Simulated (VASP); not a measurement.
Wanted: the native input for a VASP 6.6.1 run.

```
Task                   : relaxation of cell and atoms
Functional             : r2SCAN
Potentials or basis    : VASP PAW PBE potentials, release 64 (Be, Te)
Cutoff                 : 600 eV
k mesh                 : 10 × 10 × 10
Occupations            : gaussian, width 0.02 eV
Spin                   : no spin polarisation
Further INCAR settings : ALGO = Normal; EDIFF = 1e-07; IBRION = 2; EDIFFG = -0.005; NSW = 60; ISIF = 3
```

The structure of BeTe lies in POSCAR:

```
BeTe
1.0
    0.0000000000      2.8100000000      2.8100000000
    2.8100000000      0.0000000000      2.8100000000
    2.8100000000      2.8100000000      0.0000000000
Be Te
1 1
Direct
    0.0000000000      0.0000000000      0.0000000000
    0.2500000000      0.2500000000      0.2500000000
```

The cell was built by a generator and needn't be a form met in nature.

The input as run:

INCAR

```
PREC = Accurate
ENCUT = 600
EDIFF = 1E-7
ISMEAR = 0
SIGMA = 0.02
LREAL = F
LASPH = T
NELM = 120
ALGO = Normal
ISIF = 3
LWAVE = F
LCHARG = F
METAGGA = R2SCAN
LMIXTAU = T
IBRION = 2
NSW = 60
EDIFFG = -0.005
```

KPOINTS

```
Automatic mesh
0
Gamma
  10 10 10
```

Potentials or basis: VASP PAW PBE potentials, release 64 (Be, Te).

Launch:

```console
$ cat potpaw_PBE.64/Be/POTCAR potpaw_PBE.64/Te/POTCAR > POTCAR
$ mpirun -np 1 vasp_std > vasp.out
```

Results of the run:

```json
{
  "Relaxed volume": "22.69 Å³/atom",
  "Relaxed cell": "a = 4.004 Å, b = 4.004 Å, c = 4.004 Å, α = 60.00°, β = 60.00°, γ = 60.00°",
  "Space group after relaxing (to 0.05 Å)": "F-43m (No. 216)",
  "Energy gained by relaxing": "2.2 meV/atom",
  "Ionic steps": "3",
  "Pressure after relaxing": "0.0 GPa",
  "Band gap on the k mesh": "2.37 eV, indirect (least direct gap 4.03 eV)"
}
```

Caveat: the PAW data sets were made with another functional, which shifts forces and pressure a little; spin-orbit coupling is left out, which moves the levels of the heavy elements.

Wall time 80 s on 1 thread of Intel(R) Xeon(R) 6975P-C (Granite Rapids) (shared host), peak memory 0.21 GiB.
